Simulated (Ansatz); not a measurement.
**Calculated quadrupolar parameters for TaSi₂**

The cell is a COD entry, whose atoms a relaxation with PBE at fixed cell left in place.

Space group P6_422 (No. 181); a = 4.7839, c = 6.5700 Å, γ = 120.00°.

| site | Wyckoff | site symmetry | x | y | z |
| --- | --- | --- | --- | --- | --- |
| Ta | 3c | 222 | 0.5000 | 0.0000 | 0.0000 |
| Si | 6i | ..2 | 0.1590 | 0.3179 | 0.0000 |

One atom of each set is listed.

The numbers come from a DFT calculation in Ansatz (PBE, plane waves and PAW, scalar-relativistic, 420 eV cutoff, Γ-centred 11×11×7 k-points, Fermi–Dirac smearing 0.05 eV).

C_Q = eQV_zz/h, which is 24.18 MHz for Q = 1 b and V_zz = 10²¹ V/m²; η = (V_xx − V_yy)/V_zz.

181Ta: I = 7/2, Q = 3170 mb. Quadrupole moments are those of Pyykkö's year-2017 table.

| site | atoms | first shell | V_xx, V_yy, V_zz (10²¹ V/m²) | η | C_Q (MHz) |
| --- | --- | --- | --- | --- | --- |
| Ta | 3 | 10 Si at 2.61–2.83 Å, 4 Ta at 3.24 Å | -0.63, -5.90, 6.53 | 0.81 | 500 |
| Si | 6 | 5 Si at 2.56–2.83 Å, 5 Ta at 2.61–2.83 Å; also 2 Si at 3.16 Å | 0.69, 2.08, -2.76 | 0.50 | – |

Si has no stable isotope with a ground-state quadrupole moment in the table, so no C_Q is given.

The run finds no gap above 0.1 eV (a metal, or nearly one), so the gradients can move by 10 % or more with the k-mesh. Without spin–orbit coupling the gradients at and beside Ta can be off by some per cent, at some sites by more. With these PAW files V_zz is typically within 2 to 3 % of all-electron values, but misses above 10 % occur on Ta.
